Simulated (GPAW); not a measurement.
# CuO (Tenorite) (C2/c) in GPAW: notebook

One crystal, CuO (Tenorite), is run at these levels: PBE, LDA+U; tasks: single point.

All numbers are computed with GPAW 26.7.0; they aren't measurements. Logs are shortened: lines on timing, memory, paths and dates and some standing lists are left out, and cuts for length are marked. The log counts tension as positive stress, the text compression.

## 1. The structure

It takes space group C2/c (No. 15, monoclinic). Conventional cell: a = 4.684 Å, b = 3.423 Å, c = 5.129 Å, α = 90.00°, β = 99.54°, γ = 90.00°. Cu (site symmetry -1) is surrounded by 4 O at 1.95 to 1.96 Å. Around O (site symmetry 2) lie 4 Cu at 1.95 to 1.96 Å.

## 2. Single point, PBE

Contents of run.py:

```python
from ase.dft.bandgap import bandgap
from ase.io import read, write
from ase.units import GPa
from gpaw import GPAW, PW

atoms = read('POSCAR')

calc = GPAW(mode=PW(550),
            xc='PBE',
            kpts={'size': (8, 8, 4), 'gamma': True},
            occupations={'name': 'fermi-dirac', 'width': 0.01},
            nbands=33,
            convergence={'density': 1e-05, 'energy': 1e-05},
            maxiter=150,
            txt='gpaw.txt')
atoms.calc = calc
energy = atoms.get_potential_energy()
forces = atoms.get_forces()
stress = atoms.get_stress()
calc.write('gs.gpw')
write('result.traj', atoms)
print(f'Energy: {energy:.6f} eV')
print('Forces (eV/A):')
print(forces.round(4))
print('Stress (GPa):', (stress / GPa).round(3))
print('Fermi level:', round(calc.get_fermi_level(), 4), 'eV')
print(f'Gap: {bandgap(calc)[0]:.4f} eV, direct: {bandgap(calc, direct=True)[0]:.4f} eV')
```

Contents of POSCAR:

```
CuO
1.0
    2.3418500000     -1.7113000000      0.0000000000
    2.3418500000      1.7113000000      0.0000000000
   -0.8500274268      0.0000000000      5.0578693947
Cu O
2 2
Direct
    0.5000000000      0.0000000000      0.5000000000
    0.0000000000      0.5000000000      0.0000000000
    0.4184000000      0.5816000000      0.7500000000
    0.5816000000      0.4184000000      0.2500000000
```

Potentials or basis: GPAW PAW data sets (gpaw-data 1.2.1), pw.

Command:

```sh
$ OMP_NUM_THREADS=1 python run.py
```

gpaw.txt:

```text
__  _  _
 | _ |_)|_||  |
 |__||  | ||/\| - 26.7.0

Input parameters:
  mode=PW(ecut=550.0),
  convergence={'density': 1e-05, 'energy': 1e-05},
  kpts=MonkhorstPack(size=(8, 8, 4), gamma=True),
  maxiter=150,
  nbands=33,
  occupations=Occupations(name='fermi-dirac', width=0.01),
  xc=XC(name='PBE')

Diagonalizing LCAO Hamiltonian
Converting LCAO to pw mode

          O

       Cu
           O
         Cu

Atoms  # Å, Bohr magnetons
|   | symbol |        x |         y |        z |    initial magnetic moments |
|---|--------|----------|-----------|----------|-----------------------------|
| 0 |     Cu | 0.745911 | -0.855650 | 2.528935 | ( 0.0000,  0.0000,  0.0000) |
| 1 |     Cu | 1.170925 |  0.855650 | 0.000000 | ( 0.0000,  0.0000,  0.0000) |
| 2 |      O | 1.704329 |  0.279284 | 3.793402 | ( 0.0000,  0.0000,  0.0000) |
| 3 |      O | 2.129343 | -0.279284 | 1.264467 | ( 0.0000,  0.0000,  0.0000) |

Unit cell  # Å
| periodic |         x |         y |        z |  lengths |    angles |
|----------|-----------|-----------|----------|----------|-----------|
|      yes |  2.341850 | -1.711300 | 0.000000 | 2.900484 | 97.690119 |
|      yes |  2.341850 |  1.711300 | 0.000000 | 2.900484 | 97.690119 |
|      yes | -0.850027 |  0.000000 | 5.057869 | 5.128800 | 72.314715 |

Number of symmetries: 2
Symmetry operations  # r_c * U_cc + t_c -> r_c
|   | kind |            matrix            |
|---|------|------------------------------|
| 0 |  E   |  1, 0, 0,  0, 1, 0,  0, 0, 1 |
| 1 |  i   | -1, 0, 0,  0,-1, 0,  0, 0,-1 |

BZ-sampling:
  Number of BZ points: 256
  Number of IBZ points: 132

  Monkhorst-Pack size: [8, 8, 4]
  Monkhorst-Pack shift: [0.0625, 0.0625, 0.125]

K-points  # in reciprocal-cell coordinates
|     |                                coordinates |     weight |
|-----|--------------------------------------------|------------|
|   0 | (  0.00000000,   0.00000000,   0.00000000) | 0.00390625 |
|   1 | (  0.00000000,   0.00000000,   0.25000000) | 0.00781250 |
|   2 | (  0.00000000,   0.00000000,   0.50000000) | 0.00390625 |
|   3 | (  0.00000000,   0.12500000,  -0.25000000) | 0.00781250 |
|   4 | (  0.00000000,   0.12500000,   0.00000000) | 0.00781250 |
|   5 | (  0.00000000,   0.12500000,   0.25000000) | 0.00781250 |
|   6 | (  0.00000000,   0.12500000,   0.50000000) | 0.00781250 |
|   7 | (  0.00000000,   0.25000000,  -0.25000000) | 0.00781250 |
|   8 | (  0.00000000,   0.25000000,   0.00000000) | 0.00781250 |
|   9 | (  0.00000000,   0.25000000,   0.25000000) | 0.00781250 |
| ... |                                            |            |
| 131 | (  0.50000000,   0.50000000,   0.50000000) | 0.00390625 |

Plane wave coefficients: 1206
Cutoff: 550.0 eV

Spin-components: 1 (collinear spins)
Bands:           33
Projectors:      22
Spin-degeneracy: 2
Datatype:        complex128

Density:
  Valence electrons: 34.0
  Components: 1
  Grid points: [16 16 28]
  Charge: 0.0  # |e|

Potential:
  Grid points: [16 16 28]

species:
  Cu:
    name:    Copper
    Z:       29.0
    valence: 11
    core:    18
    charge:  0.0  # [|e|]
    compensation charges:
      type: gauss
      rc: 0.33  # [Å]
      lmax: 2
    cutoffs:
      filter: 2.06  # [Å]
      core: 2.43  # [Å]
    projectors
    | kind |    occ | energy [eV] | rcut [Å] |
    |------|--------|-------------|----------|
    |   4s |  1.000 |      -4.609 |    1.164 |
    |   4p |  0.000 |      -0.698 |    1.164 |
    |   3d | 10.000 |      -5.039 |    1.058 |
    |    s |        |      22.603 |    1.164 |
    |    p |        |      26.513 |    1.164 |
    |    d |        |      22.172 |    1.058 |

    Using partial waves for Cu as LCAO basis

  O:
    name:    Oxygen
    Z:       8.0
    valence: 6
    core:    2
    charge:  0.0  # [|e|]
    compensation charges:
      type: gauss
      rc: 0.21  # [Å]
      lmax: 2
    cutoffs:
      filter: 1.17  # [Å]
      core: 0.83  # [Å]
    projectors
    | kind |    occ | energy [eV] | rcut [Å] |
    |------|--------|-------------|----------|
    |   2s |  2.000 |     -23.961 |    0.688 |
    |   2p |  4.000 |      -9.029 |    0.598 |
    |    s |        |       3.251 |    0.688 |
    |    p |        |      18.182 |    0.598 |
    |    d |        |       0.000 |    0.619 |

    Using partial waves for O as LCAO basis

Reference energy: -94124.608285  # eV

eigensolver:
  PPCG
  Converge bands: occupied
  niter=2

density mixing:
  MSR1-Mixer
  Pratt-step length: 0.05
  Maximum mixing coefficient: 0.75
  Old densities: 10
  SVD Regularization: 0.005
  Good broyden scale: 1.0
  Trust region scale: 1.0
  Backstep threshold: 4.0
  History deletion threshold: 6.0
  Fourier metric: weight=20.0, sigma=0.015

occupation numbers:
  Fermi-Dirac:
    width: 0.0100  # eV

poisson solver:
  ecut: 4400.0  # eV

xc functional:
  name: PBE with 2 nearest neighbor stencil

convergence criteria:
- Maximum integral of absolute [dens]ity change: 1e-05 electrons / valence electron
- Maximum [total energy] change in last 3 cyles: 1e-05 eV / valence electron
- Maximum integral of absolute [eigenst]ate change: 4e-08 eV^2 / valence electron
maximum number of iterations: 150

SCF iterations
|iter     | |      energy | eigst |  dens |
|---------|-|-------------|-------|-------|
|iter:   1| |  -25.322150 | -0.07 |       |
|iter:   2| |  -22.869452 | -1.99 | -0.90 |
|iter:   3| |  -19.441327 | -1.37 | -0.99 |
|iter:   4| |  -19.388427 | -3.43 | -1.59 |
|iter:   5| |  -19.545222 | -2.91 | -1.75 |
|iter:   6| |  -19.353520 | -3.18 | -1.58 |
|iter:   7| |  -19.350485 | -3.92 | -2.38 |
|iter:   8| |  -19.350394 | -5.71 | -2.85 |
|iter:   9| |  -19.350428c| -5.74 | -3.18 |
|iter:  10| |  -19.350418c| -6.69 | -3.61 |
|iter:  11| |  -19.350417c| -8.04c| -4.33 |
|iter:  12| |  -19.350417c| -8.05c| -4.95 |
|iter:  13| |  -19.350417c| -8.90c| -5.45c|

Converged in 13 steps
Energy contributions relative to reference atoms: (reference = -94124.608285)

Energy contributions:
  Kinetic:           1.234886
  Coulomb:          -5.745274
  Zero:              0.304733
  External:          0.000000
  Xc:              -15.144325
  Entropy:          -0.000874
  Spinorbit:         0.000000
  ----------------------------
  Free energy:     -19.350854
  Extrapolated:    -19.350417

dipole moment: (-8.308478, -0.000000, -10.961603)  # |e|*Ang

Fermi level: 6.570
Eigenvalues  # (at kpt = [0.000, 0.000, 0.000])
| band index |      eig [eV] | occ [0-2] |
|------------|---------------|-----------|
|          0 |       -13.401 |     2.000 |
|        ... |               |           |
|          8 |         3.477 |     2.000 |
|          9 |         3.570 |     2.000 |
|         10 |         3.883 |     2.000 |
|         11 |         3.925 |     2.000 |
|         12 |         4.156 |     2.000 |
|         13 |         4.326 |     2.000 |
|         14 |         4.383 |     2.000 |
|         15 |         4.887 |     2.000 |
|         16 |         6.763 |     0.000 |
|         17 |         7.502 |     0.000 |
|         18 |         8.268 |     0.000 |
|         19 |        12.580 |     0.000 |
|         20 |        14.724 |     0.000 |
|         21 |        19.930 |     0.000 |
|         22 |        22.262 |     0.000 |
|         23 |        22.988 |     0.000 |
|        ... |               |           |
|         32 |        31.088 |     0.000 |

No gap
No difference between direct/indirect transitions

Forces  # eV/Ang
|        x |        y |        z |
|----------|----------|----------|
|  0.00000 |  0.00000 |  0.00000 |  # Cu   0
|  0.00000 |  0.00000 |  0.00000 |  # Cu   1
|  0.00000 | -0.18384 |  0.00004 |  # O    2
| -0.00000 |  0.18384 | -0.00004 |  # O    3

Stress tensor  # eV/Ang^3
|         x |         y |         z |
|-----------|-----------|-----------|
| -0.000098 |  0.000001 |  0.009852 |
|  0.000001 |  0.000247 | -0.000000 |
|  0.009852 | -0.000000 |  0.003734 |

# Writing to gs.gpw (mode='')
```

It took 1.8 min on 1 thread of Arm Neoverse V1, shared host; peak memory 0.25 GiB.

The run converged, but some of its settings lie outside the range that counts as converged, so its numbers aren't taken as properties of the crystal.

Results:

* Free energy: -19.3509 eV
* Pressure: -0.2 GPa
* Largest force: 0.184 eV/Å
* Band gap on the k mesh: none (metal or under the smearing width)

Caveat: with this Cu data set, volumes or pressures lay over 1.5 % or 2 GPa off other programs in two to four cells of ten; the cutoff is short for stress and forces, so pressures can be off by a GPa or more; the run has no spin polarisation, though such a crystal can be magnetic; semilocal functionals often make such compounds metallic where correlation or magnetic order opens a gap, which also shifts bond lengths.

## 3. Single point, LDA+U (volume scaled by 0.92)

run.py: that of step 2 with these lines changed.

```diff
@@ -1,3 +1,4 @@
+from ase import Atoms
 from ase.dft.bandgap import bandgap
-from ase.io import read, write
+from ase.io import write
 from ase.units import GPa
@@ -5,8 +6,17 @@
 
-atoms = read('POSCAR')
+atoms = Atoms(['Cu', 'Cu', 'O', 'O'],
+              cell=[[2.2776571427, -1.6643912583, 0.0],
+                    [2.2776571427, 1.6643912583, 0.0],
+                    [-0.8267271773, 0.0, 4.9192272578]],
+              scaled_positions=[[0.5, 0.0, 0.5],
+                                [0.0, 0.5, 0.0],
+                                [0.4184, 0.5816, 0.75],
+                                [0.5816, 0.4184, 0.25]],
+              pbc=True)
 
-calc = GPAW(mode=PW(550),
-            xc='PBE',
-            kpts={'size': (8, 8, 4), 'gamma': True},
+calc = GPAW(mode=PW(600),
+            xc='LDA',
+            kpts={'size': (8, 8, 5), 'gamma': True},
             occupations={'name': 'fermi-dirac', 'width': 0.01},
+            setups={'Cu': ':d,8.0'},
             nbands=33,
```

Potentials or basis: the program's PAW data sets (release 1.2.1) made for this functional, pw.

Command:

```sh
$ OMP_NUM_THREADS=1 python run.py
```

Wall time 2.3 min (1 thread of Arm Neoverse V1, shared host); peak memory 0.29 GiB.

It converged, with:

| Quantity | Value |
| --- | --- |
| Free energy | -22.1615 eV |
| Pressure | 1.2 GPa |
| Largest force | 0.079 eV/Å |
| Band gap on the k mesh | none (metal or under the smearing width) |

Forces on the atoms (eV/Å):
```
Cu   0.000  0.000  0.000
Cu   0.000  0.000  0.000
O    0.000  0.079  0.000
O    0.000 -0.079  0.000
```

Stress tensor (GPa, compression positive):
```
 2.30  0.00 -1.98
 0.00 -0.75  0.00
-1.98  0.00  2.08
```

Levels at points of the mesh, in eV from the Fermi level:
```tsv
k point	band 14	band 15	band 16	band 17	band 18	band 19	band 20	band 21
(0.00, 0.00, 0.00)	-3.02	-2.96	-2.49	0.21	1.08	2.37	6.79	9.03
(0.00, 0.50, 0.00)	-3.16	-2.85	-2.18	0.09	0.34	5.48	7.36	7.80
(0.50, 0.00, 0.00)	-3.16	-2.85	-2.18	0.09	0.34	5.48	7.36	7.80
(0.50, 0.50, 0.00)	-3.87	-2.77	-2.37	-1.25	1.26	3.79	8.00	9.41
```

Caveat: with this Cu data set, volumes or pressures lay over 1.5 % or 2 GPa off other programs in two to four cells of ten; the cutoff is short for stress and forces, so pressures can be off by a GPa or more; the run has no spin polarisation, though such a crystal can be magnetic; U without spin polarisation on a metal has little footing.
